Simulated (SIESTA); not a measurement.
## SnO under changes of volume

One of the cells (17.769 Å³/atom); the others are scaled copies at fixed shape and fractional positions:

```
Sn O
1.0
     3.81370    0.00000    0.00000
     0.00000    3.81370    0.00000
     0.00000    0.00000    4.88691
Sn O
2 2
Direct
  0.50000 0.00000 0.76463
  0.00000 0.50000 0.23537
  0.00000 0.00000 0.00000
  0.50000 0.50000 0.00000
```

The cell is a database's computed one.

```yaml
Program: SIESTA 5.4.2
Functional: LDA
Potentials_or_basis: PseudoDojo 0.4 standard (LDA files)
Basis: DZP (energy shift 0.002 Ry)
Grid_cutoff: 800 Ry
Energy_shift: 0.002 Ry
k_mesh: 7 × 7 × 6
Occupations: fermi-dirac, width 0.05 eV
Spin: no spin polarisation
```

```csv
volume (Å³/atom),energy over the lowest point (meV/atom),pressure (GPa),gap on the mesh (eV),largest force (eV/Å)
16.703,?,?,?,?
17.058,8.70,4.3,0.34,1.014
17.414,1.88,1.9,0.42,0.677
17.769,0.00,-0.2,0.48,0.364
18.125,2.54,-2.1,0.55,0.072
18.480,9.06,-3.8,0.60,0.198
18.835,19.12,-5.3,0.66,0.449
```

**Question.** What does the run at 16.703 Å³/atom give?

**Answer.** Energy over the lowest point 21.07 meV/atom; pressure 6.9 GPa; gap on the mesh 0.27 eV; largest force 1.383 eV/Å.

Worked out: A Birch-Murnaghan fit of order 3 (a polynomial in V^(-2/3)) to the other rows has its minimum at 17.74 Å³/atom with B0 = V·E''(V) = 100 GPa and B' = 4.4 at fixed shape and positions, which overstates the stiffness. It gives 20.99 meV/atom at 16.703 Å³/atom, against the run's 21.07, and -dE/dV = 6.9 GPa, against 6.9. A straight line through the other rows of the gap, of slope 3.19 eV per unit of ln V, extrapolates to 0.28 eV, against the run's 0.27.

Energies are extrapolated to zero smearing.

Caveats: semicore shells carry a single zeta, which can move pressures by several GPa and volumes by a few percent; spin-orbit coupling is left out, which moves the levels of the heavy elements; an odd mesh through Γ misses points on the zone boundary, where band edges often lie; the basis of atomic orbitals isn't converged, which shifts pressures, moduli and gaps; forces of over 1 eV/Å show positions far from the minimum, so gaps and moduli don't describe the material at rest (some runs).
